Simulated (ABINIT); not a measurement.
ZrN:

```xyz
2
Lattice="0.0000 2.3000 2.3000 2.3000 0.0000 2.3000 2.3000 2.3000 0.0000" Properties=species:S:1:pos:R:3 pbc="T T T"
Zr    2.3000    2.3000    2.3000
N     0.0000    0.0000    0.0000
```

Base run:

```yaml
Program: ABINIT 10.8.3 (patched build)
Functional: SOGGA
Potentials_or_basis: JTH PAW PBE v2.0
Cutoff: 707 eV
k_mesh: 10 × 10 × 10
Occupations: fermi-dirac, width 0.05 eV
Spin: no spin polarisation
```

Its results: band gap on the k mesh none (metal or under the smearing width); pressure -9.8 GPa.

Q: After a change of settings the same cell gave: band gap on the k mesh none (metal or under the smearing width); pressure -1.3 GPa. Which change was it?
A. functional from SOGGA to PW91
B. functional from SOGGA to PBEsol; k mesh from 10 × 10 × 10 to 13 × 13 × 13
C. functional from SOGGA to revPBE
D. functional from SOGGA to PBEsol; k mesh from 10 × 10 × 10 to 6 × 6 × 6

A: A.

PW91 binds less tightly than SOGGA, so the same cell stands under more pressure.

Caveats: the PAW data sets were made with another functional, which shifts forces and pressure a little.
